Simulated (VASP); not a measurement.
A run of VASP 6.6.1:

The input INCAR:

```
  PREC = Accurate
  ENCUT = 520
  EDIFF = 1E-7
  ISMEAR = 0
  SIGMA = 0.01
  LREAL = F
  LASPH = T
  NELM = 100
  ALGO = Normal
  ISIF = 2
  LWAVE = F
  LCHARG = F
  GGA = PE
  NBANDS = 12
```

KPOINTS

```
Automatic mesh
0
Gamma
  8 8 8
```

File POSCAR:

```
BeC2
1.0
   -1.6588558808      1.6588558808      2.3268201491
    1.6588558808     -1.6588558808      2.3268201491
    1.6588558808      1.6588558808     -2.3268201491
Be C
1 2
Direct
    0.0000000000      0.0000000000      0.0000000000
    0.6341882311      0.6341882311      0.0000000000
    0.3658117689      0.3658117689      0.0000000000
```

Potentials or basis: VASP PAW PBE potentials, release 64 (Be, C).

Run with:

```console
$ cat potpaw_PBE.64/Be/POTCAR potpaw_PBE.64/C/POTCAR > POTCAR
$ mpirun -np 1 vasp_std > vasp.out
```

Hardware: 1 thread of Intel(R) Xeon(R) 6975P-C (Granite Rapids) (shared host).

Problem. How long does it take, and how much memory?

Solution. It took 8.9 s on 1 thread of Intel(R) Xeon(R) 6975P-C (Granite Rapids) (shared host), peak memory 0.15 GiB. Counts: scf iterations 13, k points 59.
